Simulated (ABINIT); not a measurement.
**In in ABINIT: the effect of functional**

The system is In.

```xyz
1
Lattice="-1.6255 1.6255 2.4737 1.6255 -1.6255 2.4737 1.6255 1.6255 -2.4737" Properties=species:S:1:pos:R:3 pbc="T T T"
In    0.0000    0.0000    0.0000
```

Alike in all runs:

```yaml
Program: ABINIT 10.8.3 (patched build)
Task: band structure
Potentials_or_basis: JTH PAW PBE v2.0
Cutoff: 707 eV
k_mesh: 11 × 11 × 11
Occupations: fermi-dirac, width 0.05 eV
Spin: no spin polarisation
```

Question: One run gave: pressure 5.7 GPa. Which functional did it use?
A. AM05
B. RPBE
C. BLYP
D. revPBE
E. SCAN

Answer: C.

| functional | pressure (GPa) |
| --- | --- |
| PBE | 1.4 |
| LDA | -3.2 |
| PBEsol | -1.6 |
| RPBE | 3.1 |
| BLYP | 5.7 |
| AM05 | -1.4 |
| r2SCAN | -0.2 |
| SCAN | -0.3 |
| revPBE | 2.7 |
| PW91 | 1.4 |
| WC | -1.4 |

Caveats: the PAW data sets were made with another functional, which shifts forces and pressure a little (some runs).
